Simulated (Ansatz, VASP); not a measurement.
# One calculation of C, two programs

```
C
1.0
     2.16904   -1.25237    0.00000
     2.16904    1.25237    0.00000
    -1.40612    0.00000    3.57153
C
2
Direct
  0.16664 0.16664 0.99991
  0.83336 0.83336 0.00009
```

Change from the starting cell: volume scaled by 1.06.

Alike in both runs: task single point; functional PBE; k mesh 13 × 13 × 8; occupations fermi-dirac, width 0.05 eV; no spin polarisation.

```csv
,VASP,Ansatz
version,VASP 6.6.1,Ansatz 0.2.0
potentials or method,"VASP PAW PBE potentials, release 64 (C), cutoff 520 eV","all-electron LAPW, scalar-relativistic"
```

|  | VASP | Ansatz | Ansatz less VASP |
| --- | --- | --- | --- |
| gap on the k mesh at the Fermi level (eV) | 0.91 | 0.91 | 0.000 |
| least direct gap on the mesh (eV) | 0.92 | 0.92 | 0.000 |
| pressure (GPa) | -10.3 | -10.8 | -0.44 |
| largest component of the traceless stress (GPa) | 11.97 | 12.49 | +0.516 |
| rms of the force components (eV/Å) | 0.003 | 0.003 | +0.0001 |

Atom by atom the forces differ by 0.000 eV/Å (rms over components). Ansatz ran all-electron here, so the differences hold the error of VASP's frozen core and of both bases.

Caveats: an odd mesh through Γ misses points on the zone boundary, where band edges often lie; this functional lacks dispersion, which binds the layers, so the pressure and a relaxed spacing across them are unreliable.
